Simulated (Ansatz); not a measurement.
## 2H-MoTe2 bilayer (2H stacking) in a perpendicular field

Aim: how the 2H-MoTe2 bilayer (2H stacking) screens a field along its normal, and what the field does to its bands. A positive field points along +c.

Calculated with Ansatz 0.2.0; plane-wave DFT, PBE-D3(BJ), Ansatz PAW.

### Step 1. The structure

The cell holds 6 atoms: 4 Te and 2 Mo. Its edges and angles: a = 3.550 Å, b = 3.550 Å, c = 52.648 Å, α = 90.0°, β = 90.0°, γ = 120.0°. Regions: layer 1: 2H-MoTe2, 3 atoms (2 Te and 1 Mo); layer 2: 2H-MoTe2, 3 atoms (2 Te and 1 Mo). Vacuum lies along c.

As a file:

```cif
data_structure
_symmetry_space_group_name_H-M 'P 1'
_symmetry_Int_Tables_number 1
_cell_length_a 3.5500
_cell_length_b 3.5500
_cell_length_c 52.6482
_cell_angle_alpha 90.000
_cell_angle_beta 90.000
_cell_angle_gamma 120.000
_cell_volume 574.61
loop_
_atom_site_label
_atom_site_type_symbol
_atom_site_fract_x
_atom_site_fract_y
_atom_site_fract_z
_atom_site_occupancy
Te1 Te 0.33333 0.66667 0.39697 1
Mo2 Mo 0.00000 0.00000 0.43282 1
Te3 Te 0.33333 0.66667 0.46866 1
Te4 Te 0.00000 0.00000 0.53134 1
Mo5 Mo 0.33333 0.66667 0.56718 1
Te6 Te 0.00000 0.00000 0.60303 1
```

### Step 2. Relaxing the slab

The starting cell is a guess, so the in-plane lattice and the atoms are relaxed first, with the slab cut off from its images along the normal.

Input file input.yaml:

```yaml
crystal:
  lattice:
    - [3.55, 0.0, 0.0]
    - [-1.775, 3.0743901834, 0.0]
    - [0.0, 0.0, 52.6482052597]
  atoms:
    - { symbol: Te, position: [0.3333333333, 0.6666666667, 0.3969745958] }
    - { symbol: Mo, position: [0.0, 0.0, 0.432817248] }
    - { symbol: Te, position: [0.3333333333, 0.6666666667, 0.4686599003] }
    - { symbol: Te, position: [0.0, 0.0, 0.5313400997] }
    - { symbol: Mo, position: [0.3333333333, 0.6666666667, 0.567182752] }
    - { symbol: Te, position: [0.0, 0.0, 0.6030254042] }
  periodic: [true, true, false]
kpoints:
  mp_grid: { grid: [12, 12, 1] }
hamiltonian:
  xc: pbe
  dispersion: d3bj
scf:
  occupations: { method: fermi_dirac, width: 0.05 }
  convergence: { dr2_threshold: 1.0e-09 }
relax:
  f_tol: 0.004
  max_steps: 90
  cell: {}
output:
  write_potential: true
  write_density: true
  volumetric_format: npy
```

Command:

```console
ansatz run input.yaml --threads 4 --pin off --max-ram 8192MiB --backend cpu --events-out ev --progress --plain --runs-dir out
```

Numbers of over 12 decimals in the logs are rounded to 6 here.

Output:

```text
Warning: relax.cell: scf.convergence.dr2_threshold = 1e-9 eV is looser than the 1.38042845272e-10 eV advised for a relaxation that steers and ends on the stress (1e-10 eV for each atom of the cell: 6, times the square of relax.cell.stress_2d_tol = 0.05 N/m over 20.8 Å (the atoms' height at the walk's start and 5 Å past either face), 2.398e-2 GPa, over a crystal's default 0.05). What an SCF threshold leaves in a stress goes as its square root, and in the free energy as the threshold itself, and one threshold admits the most on a small cell: [figures from the program's tests cut] Set scf.convergence.dr2_threshold to 1.38042845272e-10 eV or tighter. [rest of the remark cut]
Engine: ansatz 0.2.0, x86_64-unknown-linux-gnu
Pseudopotentials: kind: paw
Pseudopotential: Te, paw, valence charge 16, recommended cutoff 420 eV (normal), Te.paw.azcp
Pseudopotential: Mo, paw, valence charge 14, recommended cutoff 420 eV (normal), Mo.paw.azcp
Functional definition: PBE
  parameter kappa = 0.804
  parameter beta = 0.066725
  exchange = pbe_x(kappa = kappa, mu = beta*pi^2/3)
  correlation = pbe_c(beta = beta)
Crystal: 6 atoms, lattice volume = 574.607 Å³
Basis set: ecut = 420 eV, 11101 PW (Γ), exchange–correlation on 48×48×720 points (8 copies of the dense FFT grid, shifted against one another)
Bands: 56, of which v1, the nominal top of the filled ones, is band 46 counted from 1 (45 counted from 0)
Symmetry: 12 space group operations
Space group: P-3m1 (ITA 164), of the structure as read, at distance tolerance 8.3e-5 Å
k-points: 19 of 144
Non-local potential: Te, projectors of the file, l = 0: 2, l = 1: 2, l = 2: 2, l = 3: 2
Non-local potential: Mo, projectors of the file, l = 0: 3, l = 1: 2, l = 2: 2, l = 3: 1
PAW form: soft (Blöchl's): semilocal exchange-correlation on the pseudo side does not see the compensation charge
PAW one-centre angular grid: Te, 590 points (default); XC on 64 Gauss nodes
PAW one-centre angular grid: Mo, 590 points (default); XC on 64 Gauss nodes
Initial density: superposition of atomic densities (neutral atoms: chi_scale 0, normalization atom), corrected by the library's trained network
Initial wavefunctions: pseudopotential atomic-orbital guess
Functional: x = pbe(κ = 0.804, μ = 0.219515), c = pbe(β = 0.066725)
SCF iter   1: F=—  HF=-37835.984230 eV  |F-HF|=—  |Δ(HF+E_count)|=         —  Δρ=2.50e-3  dr2=1.33e-1  ethr=1.77e-3  ⟨swp⟩=17.7  Hψ=6878  notcnv=0  defer=1
preconditioner: auto → Resta (q_TF=auto, 2.010 Å⁻¹)  ε∞=2.8  [insulator: Δε(μ)=0.865 eV  Ē_g=7.004 eV  σ=0.050 eV  W_gap=1.00  n_scr=32 (ndim 8)  ℏωp=9.3 eV  f_vac=0.718  D(μ)=0.00/eV (n_scr^D=0)  ε∞_Penn≈2.8  vacuum switching on, ρ_ref=3.6e-3 e/Å³]
SCF iter   2: F=—  HF=-37836.014911 eV  |F-HF|=—  |Δ(HF+E_count)|=   3.07e-2  Δρ=2.28e-3  dr2=3.74e-1  ethr=1.44e-4  ⟨swp⟩=4.2  Hψ=2363  notcnv=0  defer=35
SCF iter   3: F=—  HF=-37835.990060 eV  |F-HF|=—  |Δ(HF+E_count)|=   2.49e-2  Δρ=1.03e-3  dr2=4.62e-3  ethr=1.44e-4  ⟨swp⟩=3.8  Hψ=1665  notcnv=0  defer=35
SCF iter   4: F=—  HF=-37835.992834 eV  |F-HF|=—  |Δ(HF+E_count)|=   2.77e-3  Δρ=1.21e-4  dr2=1.26e-4  ethr=5.02e-6  ⟨swp⟩=3.3  Hψ=1679  notcnv=0  defer=35
SCF iter   5: F=—  HF=-37835.992833 eV  |F-HF|=—  |Δ(HF+E_count)|=   1.02e-6  Δρ=7.16e-5  dr2=6.26e-5  ethr=1.37e-7  ⟨swp⟩=4.4  Hψ=2571  notcnv=0  defer=35
SCF iter   6: F=—  HF=-37835.992843 eV  |F-HF|=—  |Δ(HF+E_count)|=   9.93e-6  Δρ=7.18e-5  dr2=1.06e-4  ethr=6.81e-8  ⟨swp⟩=2.9  Hψ=1535  notcnv=0  defer=35
SCF iter   7: F=—  HF=-37835.992845 eV  |F-HF|=—  |Δ(HF+E_count)|=   2.24e-6  Δρ=9.86e-6  dr2=1.15e-6  ethr=6.81e-8  ⟨swp⟩=2.8  Hψ=1499  notcnv=0  defer=35
SCF iter   8: F=—  HF=-37835.992906 eV  |F-HF|=—  |Δ(HF+E_count)|=   6.06e-5  Δρ=3.95e-6  dr2=1.33e-7  ethr=1.24e-9  ⟨swp⟩=3.8  Hψ=2203  notcnv=0  defer=35
SCF iter   9: F=—  HF=-37835.992906 eV  |F-HF|=—  |Δ(HF+E_count)|=   5.68e-8  Δρ=8.62e-7  dr2=7.62e-9  ethr=1.45e-10  ⟨swp⟩=2.9  Hψ=2036  notcnv=0  defer=35
SCF iter  10: F=-37835.992906 eV  HF=-37835.992906 eV  |F-HF|=2.10e-9  |Δ(HF+E_count)|=   3.46e-9  Δρ=2.92e-7  dr2=5.03e-10  ethr=1.09e-12  ⟨swp⟩=13.3  Hψ=8074  notcnv=0
SCF 1 converged in 10 iterations: F = -37835.992906 eV  dr2 = 5.03e-10
  greatest PAW one-centre occupation: 0.998 electrons in one spin orbital (limit 2), on the Mo atom at site 4 (counted from 0), in its partial waves of l = 0
relax step   1: F+E_penalty+E_count = -37835.99290582 eV  Δ(F+E_penalty+E_count) = +0.000e0 eV  max|allowed force component| = 1.077e0 eV/Å  Δτ_max = 0.0000 Å  P = -6.957 N/m  Ω = 574.607 Å³  fix = [c, alpha, beta]  reactions: c -0.000 N/m  (10 SCF iters, accepted)
Crystal: 6 atoms, lattice volume = 562.370 Å³
Basis set: ecut = 420 eV, 10969 PW (Γ), exchange–correlation on 48×48×720 points (8 copies of the dense FFT grid, shifted against one another)
Initial density: handed on by an earlier stage of this run
Initial wavefunctions: those handed on with the density
iter 1 solved again at ethr=6.04e-4 eV; its pass at ethr=3.10e-3 eV (dr2=5.56e-1 eV) is discarded
SCF iter   1: F=—  HF=-37835.915104 eV  |F-HF|=—  |Δ(HF+E_count)|=         —  Δρ=7.34e-3  dr2=5.62e-1  ethr=6.04e-4  ⟨swp⟩=2.5  Hψ=7643  notcnv=0
preconditioner: auto → Resta (q_TF=auto, 2.018 Å⁻¹)  ε∞=2.5  [insulator: Δε(μ)=0.696 eV  Ē_g=7.551 eV  σ=0.050 eV  W_gap=1.00  n_scr=32 (ndim 8)  ℏωp=9.4 eV  f_vac=0.725  D(μ)=0.00/eV (n_scr^D=0)  ε∞_Penn≈2.5  vacuum switching on, ρ_ref=4.1e-3 e/Å³]
SCF iter   2: F=—  HF=-37835.928750 eV  |F-HF|=—  |Δ(HF+E_count)|=   1.36e-2  Δρ=6.67e-3  dr2=7.34e-1  ethr=6.04e-4  ⟨swp⟩=4.3  Hψ=1927  notcnv=0
SCF iter   3: F=—  HF=-37835.839743 eV  |F-HF|=—  |Δ(HF+E_count)|=   8.90e-2  Δρ=2.32e-3  dr2=2.26e-2  ethr=6.04e-4  ⟨swp⟩=3.4  Hψ=1868  notcnv=0  defer=33
SCF iter   4: F=—  HF=-37835.835850 eV  |F-HF|=—  |Δ(HF+E_count)|=   3.89e-3  Δρ=3.83e-4  dr2=4.49e-4  ethr=2.46e-5  ⟨swp⟩=3.6  Hψ=1915  notcnv=0  defer=39
SCF iter   5: F=—  HF=-37835.835966 eV  |F-HF|=—  |Δ(HF+E_count)|=   1.16e-4  Δρ=9.61e-5  dr2=9.76e-5  ethr=4.88e-7  ⟨swp⟩=3.4  Hψ=2218  notcnv=0  defer=39
SCF iter   6: F=—  HF=-37835.836046 eV  |F-HF|=—  |Δ(HF+E_count)|=   7.94e-5  Δρ=6.86e-5  dr2=4.42e-4  ethr=1.06e-7  ⟨swp⟩=4.2  Hψ=2380  notcnv=0  defer=39
SCF iter   7: F=—  HF=-37835.836017 eV  |F-HF|=—  |Δ(HF+E_count)|=   2.82e-5  Δρ=1.86e-5  dr2=4.20e-6  ethr=1.06e-7  ⟨swp⟩=3.0  Hψ=1457  notcnv=0  defer=39
SCF iter   8: F=—  HF=-37835.836075 eV  |F-HF|=—  |Δ(HF+E_count)|=   5.81e-5  Δρ=4.58e-6  dr2=1.91e-7  ethr=4.57e-9  ⟨swp⟩=4.4  Hψ=2533  notcnv=0  defer=39
[...]
SCF iter   8: F=—  HF=-37836.208441 eV  |F-HF|=—  |Δ(HF+E_count)|=   1.28e-4  Δρ=4.69e-6  dr2=2.98e-7  ethr=3.88e-9  ⟨swp⟩=3.5  Hψ=2216  notcnv=0  defer=18
SCF iter   9: F=—  HF=-37836.208441 eV  |F-HF|=—  |Δ(HF+E_count)|=   1.14e-7  Δρ=1.82e-6  dr2=3.58e-8  ethr=3.24e-10  ⟨swp⟩=3.1  Hψ=1781  notcnv=0  defer=18
SCF iter  10: F=—  HF=-37836.208441 eV  |F-HF|=—  |Δ(HF+E_count)|=   1.32e-8  Δρ=2.93e-7  dr2=1.85e-9  ethr=3.90e-11  ⟨swp⟩=3.5  Hψ=2068  notcnv=0  defer=18
SCF iter  11: F=-37836.208441 eV  HF=-37836.208441 eV  |F-HF|=5.82e-10  |Δ(HF+E_count)|=   1.56e-9  Δρ=7.08e-8  dr2=3.88e-11  ethr=1.09e-12  ⟨swp⟩=12.5  Hψ=7589  notcnv=0
SCF 3 converged in 11 iterations: F = -37836.208441 eV  dr2 = 3.88e-11
relax step   3: F+E_penalty+E_count = -37836.20844087 eV  Δ(F+E_penalty+E_count) = -2.155e-1 eV  max|allowed force component| = 2.394e-1 eV/Å  Δτ_max = 0.0946 Å  P = -1.290 N/m  Ω = 560.079 Å³  energy of the carried Pulay correction = +7.109e-4 eV  fix = [c, alpha, beta]  reactions: c -0.000 N/m  (11 SCF iters, accepted)
[...]
relax step   4: F+E_penalty+E_count = -37836.22154514 eV  Δ(F+E_penalty+E_count) = -1.310e-2 eV  max|allowed force component| = 1.520e-2 eV/Å  Δτ_max = 0.0965 Å  P = +0.160 N/m  Ω = 558.096 Å³  energy of the carried Pulay correction = +8.094e-4 eV  fix = [c, alpha, beta]  reactions: c +0.000 N/m  (11 SCF iters, accepted)
[...]
relax step   5: F+E_penalty+E_count = -37836.22160761 eV  Δ(F+E_penalty+E_count) = -6.247e-5 eV  max|allowed force component| = 1.388e-2 eV/Å  Δτ_max = 0.0024 Å  P = +0.035 N/m  Ω = 558.726 Å³  energy of the carried Pulay correction = +7.780e-4 eV  fix = [c, alpha, beta]  reactions: c +0.000 N/m  (8 SCF iters, accepted)
[...]
relax step   6: F+E_penalty+E_count = -37836.22165692 eV  Δ(F+E_penalty+E_count) = -4.931e-5 eV  max|allowed force component| = 1.244e-2 eV/Å  Δτ_max = 0.0122 Å  P = +0.074 N/m  Ω = 558.443 Å³  energy of the carried Pulay correction = +7.921e-4 eV  fix = [c, alpha, beta]  reactions: c +0.000 N/m  (9 SCF iters, accepted)
[...]
relax step   7: F+E_penalty+E_count = -37836.22169221 eV  Δ(F+E_penalty+E_count) = -3.529e-5 eV  max|allowed force component| = 1.221e-3 eV/Å  Δτ_max = 0.0045 Å  P = +0.005 N/m  Ω = 558.633 Å³  energy of the carried Pulay correction = +7.827e-4 eV  fix = [c, alpha, beta]  reactions: c +0.000 N/m  (9 SCF iters, accepted)
Initial wavefunctions: pseudopotential atomic-orbital guess (no wavefunctions were taken with the density)
iter 1 solved again at ethr=4.16e-8 eV; its pass at ethr=3.10e-3 eV (dr2=3.82e-5 eV) is discarded
SCF iter   1: F=—  HF=-37836.220858 eV  |F-HF|=—  |Δ(HF+E_count)|=         —  Δρ=1.96e-5  dr2=2.99e-7  ethr=4.16e-8  ⟨swp⟩=7.7  Hψ=12215  notcnv=0
SCF iter   2: F=—  HF=-37836.220865 eV  |F-HF|=—  |Δ(HF+E_count)|=   6.60e-6  Δρ=9.70e-6  dr2=7.37e-8  ethr=3.25e-10  ⟨swp⟩=4.3  Hψ=2917  notcnv=0
SCF iter   3: F=—  HF=-37836.220865 eV  |F-HF|=—  |Δ(HF+E_count)|=   1.23e-7  Δρ=2.17e-6  dr2=5.51e-8  ethr=8.01e-11  ⟨swp⟩=2.6  Hψ=2099  notcnv=0
SCF iter   4: F=—  HF=-37836.220865 eV  |F-HF|=—  |Δ(HF+E_count)|=  1.89e-10  Δρ=1.34e-6  dr2=3.93e-8  ethr=5.99e-11  ⟨swp⟩=3.0  Hψ=1668  notcnv=0
SCF iter   5: F=—  HF=-37836.220865 eV  |F-HF|=—  |Δ(HF+E_count)|=  6.04e-10  Δρ=6.30e-7  dr2=6.65e-9  ethr=4.27e-11  ⟨swp⟩=1.8  Hψ=1262  notcnv=0
SCF iter   6: F=-37836.220865 eV  HF=-37836.220865 eV  |F-HF|=4.66e-10  |Δ(HF+E_count)|=   1.08e-9  Δρ=1.55e-7  dr2=6.53e-10  ethr=1.09e-12  ⟨swp⟩=16.4  Hψ=8944  notcnv=0
SCF 8 converged in 6 iterations: F = -37836.220865 eV  dr2 = 6.53e-10
relax step   8: F+E_penalty+E_count = -37836.22086497 eV  Δ(F+E_penalty+E_count) = +8.272e-4 eV  max|allowed force component| = 1.211e-3 eV/Å  Δτ_max = 0.0000 Å  P = +0.008 N/m  Ω = 558.633 Å³  fix = [c, alpha, beta]  reactions: c +0.000 N/m  stress off target by 7.62e-3 N/m on what of the cell is left free  SCF on the basis re-selected at this cell (its energy is not comparable with the rows above)  (6 SCF iters)
basis re-selected at this cell: Δ(F+E_penalty+E_count) = +8.272e-4 eV, ΔP = +0.003 N/m vs the last step (what re-selecting the basis moved, of the pressure what is left beyond the Pulay correction that the steps carried, after the strain that the cell walked since its last selection, with what the two solves' SCF thresholds leave and, on support functions, any second-order correction that the steps lacked; it is no m [...]
WARN: The output density's exchange-correlation potential varies sharply where the density is thin. Do not read a vacuum level from v_tot or v_xc, or from such a field of the output density. On a cell that repeats whose density bears no net charge and no dipole along the vacuum's axis use v_es (v_loc + v_h of the components); under efield.dipole_correction with no amplitude use v_es + v_field, which holds any externa [...]
SCF converged after 6 iterations
Free energy (F): -37836.220865 eV
Harris-Foulkes:  -37836.220865 eV  (|F-HF|=4.66e-10)
Internal energy: -37836.220847 eV  (E = F + TS)
E sigma→0 (E₀):  -37836.220856 eV
Entropy (-TS):   -0.000018 eV (-0.003 meV/atom)
Fermi energy:    -4.260996 eV
--- Per-component energies (eV) ---
  E_band       = -2721.611988
  E_kinetic    = 1609.654476
  E_local      = -642629.727453  (includes V_loc(G=0)·N_el)
  E_nonlocal   = -952.650054
  E_hartree    = 320969.373658
  E_xc         = -865.985269
  E_vxc        = -877.196821  (∫ρ·V_xc dr)
  E_paw        = -25053.964067  (= ΣΔE_a)
  E_vpaw       = -1810.427849  (= ΣTr[D̂ρ^β])
  E_aug_tail   = -0.000605  (compensation charges beyond the density's cutoff)
  E_ewald      = 309089.925286
  E_disp       = -2.846820  (pairwise vdW)
  E_smearing   = -0.000018  (= −TS)
  E_closure    = 0.000000  (closes the sum)
  Σ components = -37836.220865   (vs F -37836.220865, Δ=0.00e0)
--- Forces (eV/Å), atoms counted from 1 ---
  atom   1  Te    -0.00000000    -0.00000000     0.00084829
  atom   2  Mo     0.00000000     0.00000000    -0.00121057
  atom   3  Te     0.00000000    -0.00000000     0.00052061
  atom   4  Te     0.00000000     0.00000000    -0.00052061
  atom   5  Mo     0.00000000    -0.00000000     0.00121057
  atom   6  Te     0.00000000     0.00000000    -0.00084829
  max |Σ_I F_I| component: 4.63e-18 eV/Å
--- 2D stress c σ (N/m, compression-positive) ---
        0.007619      -0.000000       0.000000
        0.000000       0.007619       0.000000
        0.000000       0.000000       0.000000
  P = ½ c Tr σ = 0.0076 N/m
--- Band table (eV; the first three rows and the last of 19) ---
  k-point 0: bands = [... 42 lower, -5.6367, -5.6367, -5.5491, -4.6681, -1.7236, -1.7236, -1.6043, -1.6043, ... 6 higher]
  k-point 1: bands = [... 42 lower, -5.6892, -5.5509, -5.4942, -4.7099, -2.1053, -2.0184, -1.9356, -1.8535, ... 6 higher]
  k-point 2: bands = [... 42 lower, -5.8536, -5.5823, -5.5242, -5.0484, -2.8374, -2.7198, -2.5726, -2.4092, ... 6 higher]
  k-point 18: bands = [... 42 lower, -6.6143, -6.6143, -4.9315, -4.7714, -3.6301, -3.6301, -3.3494, -2.7578, ... 6 higher]
  the weakly bound empty levels are not read free of the cell's end (no_gap_told)
--- Relaxed structure (7 steps of the walk, 6 accepted, 1 SCFs on fresh bases) ---
  F+E_penalty+E_count = -37836.22086497 eV   max|allowed force component| = 1.211e-3 eV/Å   (the final SCF, on the basis selected at the relaxed cell)
  cell:  # Å, volume = 558.6330 Å³
    - [3.500307, 0, 0]
    - [-1.750154, 3.031355, 0]
    - [0, 0, 52.6482052597]
  atoms:
    - { symbol: Te, position: [0.333333, 0.666667, 0.400425] }
    - { symbol: Mo, position: [1.2721611922308102e-17, -5.0885221963063406e-17, 0.434925] }
    - { symbol: Te, position: [0.333333, 0.666667, 0.469459] }
    - { symbol: Te, position: [7.93570157581612e-18, -5.0885221963063406e-17, 0.530541] }
    - { symbol: Mo, position: [0.333333, 0.666667, 0.565075] }
    - { symbol: Te, position: [3.5715244044758325e-18, -5.0885221963063406e-17, 0.599575] }
```

It took 53 s on 4 threads of AMD EPYC 9R14 (Zen 4), shared host; peak memory 1.4 GiB; 3.4 min of CPU time.

Relaxation path:

| step | energy less that of the first step (eV) | largest force component (eV/Å) | volume (Å³) |
| --- | --- | --- | --- |
| 1 | 0.0000 | 1.0774 | 574.61 |
| 2 | 0.1568 | 1.7662 | 562.37 |
| 3 | -0.2155 | 0.2394 | 560.08 |
| 4 | -0.2286 | 0.0152 | 558.10 |
| 5 | -0.2287 | 0.0139 | 558.73 |
| 6 | -0.2288 | 0.0124 | 558.44 |
| 7 | -0.2288 | 0.0012 | 558.63 |
| 8* | -0.2280 | 0.0012 | 558.63 |

Relaxation steps marked * repeat the geometry before them on a plane-wave basis chosen anew for their cell, so energy and pressure can jump there. Relaxation step 2 was tried and not accepted.

The run keeps the 12 symmetry operations that it works with, so distortions that break them were not tested.

| cell as run | before | after | change |
| --- | --- | --- | --- |
| a (Å) | 3.550 | 3.500 | -1.4 % |
| b (Å) | 3.550 | 3.500 | -1.4 % |

The atoms that moved most (Å, along periodic axes as changes of fractional coordinates times the final cell, across vacuum about the mean position):

| atom | dx | dy | dz | length |
| --- | --- | --- | --- | --- |
| Te6 | 0.000 | 0.000 | -0.182 | 0.182 |
| Te1 | 0.000 | 0.000 | 0.182 | 0.182 |
| Mo2 | 0.000 | 0.000 | 0.111 | 0.111 |
| Mo5 | 0.000 | 0.000 | -0.111 | 0.111 |
| Te4 | 0.000 | 0.000 | -0.042 | 0.042 |
| Te3 | 0.000 | 0.000 | 0.042 | 0.042 |

Final coordinates:

```xyz
6
Lattice="3.5003 0.0000 0.0000 -1.7502 3.0314 0.0000 0.0000 0.0000 52.6482" Properties=species:S:1:pos:R:3
Te    0.0000    2.0209   21.0816
Mo    0.0000    0.0000   22.8980
Te    0.0000    2.0209   24.7162
Te    0.0000    0.0000   27.9320
Mo    0.0000    2.0209   29.7502
Te    0.0000    0.0000   31.5666
```

The lattice constant a goes from 3.550 to 3.500 Å.

(Continued in part 2 of 3.)

[Logs are printed without paths, hosts, clocks, repeated set-up lines and the standing remarks that a program may print on its own settings, such as how far it seeks lower states.]

[Hosts, paths, dates, database ids (printed as entryN), source tags and the programs' standing remarks are cut or masked in the printed files.]

[Maps of the electrostatic potential energy from Ansatz leave out the sawtooth potential of an applied field or a dipole correction, so their vacuum need not be flat; planar profiles and work functions include it.]
